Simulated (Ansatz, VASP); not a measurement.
**Mg in VASP and in Ansatz**

```
Mg
1.0
     3.18773    0.00000    0.00000
    -1.59387    2.76066    0.00000
     0.00000    0.00000    5.17536
Mg
2
Cartesian
  0.0000 1.8404 1.2938
  1.5939 0.9202 3.8815
```

Change from the starting cell: volume scaled by 0.98.

Alike in both runs: task single point; functional LDA; k mesh 12 × 12 × 7; occupations fermi-dirac, width 0.05 eV; no spin polarisation.

```csv
,VASP,Ansatz
version,VASP 6.6.1,Ansatz 0.2.0
potentials or method,"VASP PAW LDA potentials, release 64 (Mg), cutoff 520 eV","all-electron LAPW, scalar-relativistic"
```

```tsv
	VASP	Ansatz	Ansatz less VASP
pressure (GPa)	-2.2	-1.9	+0.35
largest component of the traceless stress (GPa)	0.60	0.60	0.000
```

Ansatz ran all-electron here, so the differences hold the error of VASP's frozen core and of both bases.
